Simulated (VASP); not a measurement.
Crystal: SrCl2.

```
CELL_PARAMETERS angstrom
0.00000 3.48835 3.48835
3.48835 0.00000 3.48835
3.48835 3.48835 0.00000
ATOMIC_POSITIONS crystal
Sr 0.00000 0.00000 0.00000
Cl 0.25000 0.25000 0.25000
Cl 0.75000 0.75000 0.75000
```

- Program: VASP 6.6.1
- Task: relaxation of cell and atoms
- Functional: PBE
- Potentials or basis: VASP PAW PBE potentials, release 64 (Sr_sv, Cl)
- Cutoff: 600 eV
- k mesh: 8 × 8 × 8
- Occupations: gaussian, width 0.03 eV
- Spin: no spin polarisation

At the start: pressure 1.1 GPa; volume 28.30 Å³/atom.

How do energy, volume and symmetry change on relaxing?

Over 3 steps the energy falls by 3.0 meV/atom and the volume is 29.18 Å³/atom (+3.1 %); space group Fm-3m (No. 225, to 0.05 Å).

Step by step:
| step | energy change (eV) | largest force (eV/Å) | pressure (GPa) | volume (Å³) |
| --- | --- | --- | --- | --- |
| 1 | 0.0000 | 0.0000 | 1.11 | 84.90 |
| 2 | -0.0090 | 0.0000 | 0.09 | 87.34 |
| 3 | -0.0090 | 0.0000 | 0.00 | 87.55 |

Final structure:
```
Sr Cl
1.0
     0.00000    3.52437    3.52437
     3.52437    0.00000    3.52437
     3.52437    3.52437    0.00000
Sr Cl
1 2
Direct
  0.00000 0.00000 0.00000
  0.25000 0.25000 0.25000
  0.75000 0.75000 0.75000
```
